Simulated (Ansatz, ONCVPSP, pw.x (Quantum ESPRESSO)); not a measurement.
## pw.x on bcc Co: one setting changed

Potential: optimised norm-conserving Vanderbilt (ONCV), ONCVPSP 4.0.1.1 (patched build), PBEsol; core [Ne], reference 3s2 3p6 3d7; waves: 3s: rc 1.25 bohr, ncon 3, nbas 6, qcut 10.1 1/bohr, 2 projectors, debl 2.2 Ha; 3p: rc 0.90 bohr, ncon 3, nbas 7, qcut 9.6 1/bohr, 3 projectors, debl 1.9 Ha; 3d: rc 1.50 bohr, ncon 4, nbas 8, qcut 10.7 1/bohr, 2 projectors, debl 3.3 Ha; local part: polynomial inside 0.60 bohr (lpopt 5, dvloc0 6 Ha); core correction: Teter function, fcfact 2, rcfact 1.2. In the s channel the program set the typed energies aside and used -4.453, 0.250 Ha. In the p channel the program set the typed energies aside and used -3.108, 0.250, 2.150 Ha.

The reference run (k-mesh 17³, cutoffs 120/480 Ry, Fermi–Dirac 0.01 Ry, mixing_beta 0.4, conv_thr 1e-9, no spin) gives 0.39 GPa at 10.127 Å³/atom, where all-electron LAPW gives 0.79 GPa. This run, with its own iteration cap, changes degauss to 0.02.

```
&control
  calculation='scf', prefix='x', pseudo_dir='./', outdir='./tmp', tstress=.true., disk_io='none'
/
&system
  ibrav=0, nat=1, ntyp=1, ecutwfc=120, ecutrho=480, nbnd=17,
  occupations='smearing', smearing='fd', degauss=0.02
/
&electrons
  conv_thr=1e-09, mixing_beta=0.4, electron_maxstep=60
/
ATOMIC_SPECIES
Co 1.0 Co.UPF
CELL_PARAMETERS angstrom
  -1.36293017 1.36293017 1.36293017
  1.36293017 -1.36293017 1.36293017
  1.36293017 1.36293017 -1.36293017
ATOMIC_POSITIONS crystal
Co 0.0000 0.0000 0.0000
K_POINTS automatic
17 17 17 0 0 0
```

```bash
pw.x < Co.scf.in > Co.scf.out
```

Question: How does the run end?

Answer: It converges in 11 iterations; the free energy moves by -238.2 meV/atom and the pressure by +3.70 GPa. In a metal, with Fermi–Dirac smearing, F lies below its zero-width value by a term in the square of the width.

```
Message from routine setup:
     using ibrav=0 with symmetry is DISCOURAGED, use correct ibrav instead
     lattice parameter (alat)  =       4.4610  a.u.
     unit-cell volume          =      68.3404 (a.u.)^3
     number of electrons       =        17.00
     number of Kohn-Sham states=           17
     kinetic-energy cutoff     =     120.0000  Ry
     charge density cutoff     =     480.0000  Ry
     scf convergence threshold =      1.0E-09
     Exchange-correlation= PBESOL
     number of k points=   165  Fermi-Dirac smearing, width (Ry)=  0.0200
     iteration #  1     ecut=   120.00 Ry     beta= 0.40
     total energy              =    -283.28747683 Ry
     estimated scf accuracy    <      17.31444006 Ry
     iteration #  2     ecut=   120.00 Ry     beta= 0.40
     total energy              =    -287.32211076 Ry
     estimated scf accuracy    <       1.05208446 Ry
     iteration #  3     ecut=   120.00 Ry     beta= 0.40
     total energy              =    -287.55281305 Ry
     estimated scf accuracy    <       0.02959482 Ry
     iteration #  4     ecut=   120.00 Ry     beta= 0.40
     total energy              =    -287.56209227 Ry
     estimated scf accuracy    <       0.01777706 Ry
     iteration #  5     ecut=   120.00 Ry     beta= 0.40
     total energy              =    -287.56486134 Ry
     estimated scf accuracy    <       0.00005420 Ry
     iteration #  6     ecut=   120.00 Ry     beta= 0.40
     total energy              =    -287.56488310 Ry
     estimated scf accuracy    <       0.00003391 Ry
     iteration #  7     ecut=   120.00 Ry     beta= 0.40
     total energy              =    -287.56487616 Ry
     estimated scf accuracy    <       0.00001709 Ry
     iteration #  8     ecut=   120.00 Ry     beta= 0.40
     total energy              =    -287.56487938 Ry
     estimated scf accuracy    <       0.00000017 Ry
     iteration #  9     ecut=   120.00 Ry     beta= 0.40
     total energy              =    -287.56487940 Ry
     estimated scf accuracy    <       0.00000004 Ry
     iteration # 10     ecut=   120.00 Ry     beta= 0.40
     total energy              =    -287.56487940 Ry
     estimated scf accuracy    <       0.00000004 Ry
     iteration # 11     ecut=   120.00 Ry     beta= 0.40
     the Fermi energy is    20.4288 ev
!    total energy              =    -287.56487940 Ry
     estimated scf accuracy    <          8.3E-10 Ry
     smearing contrib. (-TS)   =      -0.04199536 Ry
     The total energy is F=E-TS. E is the sum of the following terms:
     one-electron contribution =    -127.00176219 Ry
     hartree contribution      =      74.96214060 Ry
     xc contribution           =     -31.30698081 Ry
     ewald contribution        =    -204.17628165 Ry
     convergence has been achieved in  11 iterations
          total   stress  (Ry/bohr**3)                   (kbar)     P=       40.91
     Message from routine punch:
     Nothing written, as per user request (disk_io='none')
```

The run took about 74 s on one core of a shared host (Neoverse-N1, 64 threads, 124 GiB, load 59).
